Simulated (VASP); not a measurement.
Here is a VASP 6.6.1 calculation.

INCAR

```
PREC     = Accurate       # precision mode
ENCUT    = 600            # plane-wave cutoff, eV
EDIFF    = 1E-6           # SCF threshold, eV
ISMEAR   = 0              # smearing method
SIGMA    = 0.03           # smearing width, eV
LREAL    = False          # projectors in reciprocal space
LASPH    = True           # aspherical terms in the spheres
NELM     = 80             # most SCF steps
ALGO     = Normal         # electronic algorithm
ISIF     = 3              # what is computed and relaxed
LWAVE    = False          # write WAVECAR
LCHARG   = False          # write CHGCAR
GGA      = CA             # functional
IBRION   = 2              # ionic algorithm
NSW      = 90             # ionic steps
EDIFFG   = -0.01          # ionic threshold
PSTRESS  = 150.0
```

Contents of KPOINTS:

```
regular mesh
0
Gamma
  8 8 4
```

POSCAR

```
I
1.0
    3.0815000000     -2.0717500000      0.0000000000
    3.0815000000      2.0717500000      0.0000000000
    0.0000000000      0.0000000000      9.2864000000
I
4
Direct
    0.8162400000      0.1837600000      0.6219700000
    0.1837600000      0.8162400000      0.3780300000
    0.6837600000      0.3162400000      0.1219700000
    0.3162400000      0.6837600000      0.8780300000
```

Potentials or basis: VASP PAW LDA potentials, release 64 (I).

The run is started by

```sh
$ cat potpaw_LDA.64/I/POTCAR > POTCAR
$ mpirun -np 1 vasp_std > vasp.out
```

What does it give for the space group after relaxing (to 0.05 Å)?

Cmce (No. 64).

What does it give for the relaxed volume?

26.35 Å³/atom.

Estimate the relaxed cell.

a = 3.572 Å, b = 3.572 Å, c = 8.884 Å, α = 90.00°, β = 90.00°, γ = 68.46°.

Predict the band gap on the k mesh.

none (metal or under the smearing width).

Forces on the atoms (eV/Å):
```
I    0.000 -0.004  0.001
I    0.000  0.004 -0.001
I    0.000  0.004  0.001
I    0.000 -0.004 -0.001
```

Caveat: the cell is relaxed towards a set pressure, so the enthalpy falls and the energy may rise. Spin-orbit coupling is left out, which matters for the levels of I.
